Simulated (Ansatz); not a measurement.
Wanted: the native input for an Ansatz 0.2.0 run.

- Task: relaxation of cell and atoms
- Functional: LDA
- Potentials or basis: all-electron LAPW, scalar-relativistic
- Basis error allowed: 0.001 eV/atom
- k mesh: 13 × 13 × 13
- Occupations: fermi-dirac, width 0.05 eV
- Spin: no spin polarisation

Crystal: BN.

```
N B
1.0
     0.00000    1.81300    1.81300
     1.81300    0.00000    1.81300
     1.81300    1.81300    0.00000
N B
1 1
Direct
  0.25000 0.25000 0.25000
  0.00000 0.00000 0.00000
```

The cell is a database's computed one.

These files were run (other wordings do the same):

input.yaml

```yaml
crystal:
  lattice:
    - [0.0, 1.813001, 1.813001]
    - [1.813001, 0.0, 1.813001]
    - [1.813001, 1.813001, 0.0]
  atoms:
    - { symbol: "N", position: [0.25, 0.25, 0.25] }
    - { symbol: B, position: [0.0, 0.0, 0.0] }
kpoints:
  mp_grid: { grid: [13, 13, 13] }
scf:
  occupations: { method: fermi_dirac, width: 0.05 }
hamiltonian:
  xc: lda
  pseudopotentials: { kind: all_electron, lapw: { basis_error: 0.001 } }
output:
  forces: true
  stress: true
relax:
  f_tol: 0.02
  max_steps: 60
  cell: {}
```

Potentials or basis: all-electron LAPW, scalar-relativistic.

The run is started by

```console
$ ansatz run input.yaml --threads 1 --pin off --max-ram 3072MiB --backend cpu --events-out ev --progress --plain --runs-dir out
```

Results of the run:

```json
{
  "Relaxed volume": "5.74 Å³/atom",
  "Relaxed cell": "a = 2.532 Å, b = 2.532 Å, c = 2.532 Å, α = 60.00°, β = 60.00°, γ = 60.00°",
  "Space group after relaxing (to 0.05 Å)": "F-43m (No. 216)",
  "Energy gained by relaxing": "9.9 meV/atom",
  "Ionic steps": "5",
  "Pressure after relaxing": "0.0 GPa",
  "Band gap on the k mesh": "4.46 eV"
}
```

Caveat: an odd mesh through Γ misses points on the zone boundary, where band edges often lie.

Run time: 25 s on 1 thread of Arm Neoverse V2, with other jobs on the host, peak memory 0.27 GiB.
